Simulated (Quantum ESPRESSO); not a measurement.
A calculation with Quantum ESPRESSO 7.5 of Ga (ASE script, structure from a POSCAR):

File run.py:

```python
import numpy as np
from ase.calculators.espresso import Espresso, EspressoProfile
from ase.io import read

atoms = read('POSCAR')

input_data = {
    'control': {'calculation': 'scf', 'prefix': 'pwscf', 'outdir': './tmp', 'tprnfor': True, 'tstress': True, 'disk_io': 'nowf'},
    'system': {'ecutwfc': 56.0, 'ecutrho': 448.0, 'nbnd': 27, 'occupations': 'smearing', 'smearing': 'fd', 'degauss': 0.00367493},
    'electrons': {'conv_thr': 4e-10, 'electron_maxstep': 120, 'mixing_beta': 0.5},
}
pseudopotentials = {'Ga': 'ga_pbesol_v1.4.uspp.F.UPF'}
profile = EspressoProfile(command='mpirun -n 2 pw.x -nk 2', pseudo_dir='pseudo')
dft = Espresso(profile=profile, input_data=input_data, pseudopotentials=pseudopotentials, kpts=(10, 10, 8), koffset=(0, 0, 0))
atoms.calc = dft

print(f'energy {atoms.get_potential_energy():.8f} eV')
print('forces (eV/A)')
print(np.round(atoms.get_forces(), 6))
print('stress (eV/A^3, Voigt)')
print(np.round(atoms.get_stress(), 8))
print(f'Fermi level {dft.get_fermi_level():.4f} eV')
```

The input POSCAR:

```
Ga
1.0
    1.3830000000     -4.0265000000      0.0000000000
    1.3830000000      4.0265000000      0.0000000000
   -0.1174474948      0.0000000000      3.3299294416
Ga
2
Direct
    0.1310000000      0.8690000000      0.7500000000
    0.8690000000      0.1310000000      0.2500000000
```

Potentials or basis: GBRV 1.5 PBEsol.

Run with:

```console
$ OMP_NUM_THREADS=1 python run.py
```

This isn't the form of Ga at room conditions, which is orthorhombic.

Question: Write the same calculation in another form: native input, structure typed inline.

Answer: As run:

The input pw.in:

```
&CONTROL
  calculation = 'scf'
  prefix = 'pwscf'
  outdir = './tmp'
  pseudo_dir = './pseudo'
  tprnfor = .true.
  tstress = .true.
  disk_io = 'low'
/
&SYSTEM
  ibrav = 0
  celldm(1) = 8
  nat = 2
  ntyp = 1
  ecutwfc = 56
  ecutrho = 448
  nbnd = 27
  occupations = 'smearing'
  smearing = 'fd'
  degauss = 0.00367493
/
&ELECTRONS
  conv_thr = 4d-10
  electron_maxstep = 120
  mixing_beta = 0.5
/
ATOMIC_SPECIES
Ga    69.7230 ga_pbesol_v1.4.uspp.F.UPF
CELL_PARAMETERS alat
  0.3266864037947  -0.9511227801007   0.0000000000000
  0.3266864037947   0.9511227801007   0.0000000000000
 -0.0277429498994   0.0000000000000   0.7865818323690
ATOMIC_POSITIONS crystal
Ga     0.1310000000    0.8690000000    0.7500000000
Ga     0.8690000000    0.1310000000    0.2500000000
K_POINTS automatic
10 10 8 0 0 0
```

pp_density.in

```
&INPUTPP
  prefix = 'pwscf'
  outdir = './tmp'
  filplot = 'density.dat'
  plot_num = 0
/
&PLOT
  nfile = 1
  filepp(1) = 'density.dat'
  iflag = 3
  output_format = 6
  fileout = 'density.cube'
/
```

File pp_potential.in:

```
&INPUTPP
  prefix = 'pwscf'
  outdir = './tmp'
  filplot = 'potential.dat'
  plot_num = 11
/
&PLOT
  nfile = 1
  filepp(1) = 'potential.dat'
  iflag = 3
  output_format = 6
  fileout = 'potential.cube'
/
```

Potentials or basis: GBRV 1.5 PBEsol.

Launch:

```bash
$ OMP_NUM_THREADS=1 mpirun -n 2 pw.x -nk 2 -in pw.in > pw.out
$ OMP_NUM_THREADS=1 mpirun -n 1 pp.x -in pp_density.in > pp_density.out
$ OMP_NUM_THREADS=1 mpirun -n 1 pp.x -in pp_potential.in > pp_potential.out
```

Both were run:

|  | ASE script, structure from a POSCAR | native input, structure typed inline |
| --- | --- | --- |
| Pressure | -1.9 GPa | -1.9 GPa |
| Largest force | 0.195 eV/Å | 0.195 eV/Å |
| Band gap on the k mesh | none (metal or under the smearing width) | none (metal or under the smearing width) |

Keys that steer only the numerical path or the files written may differ.
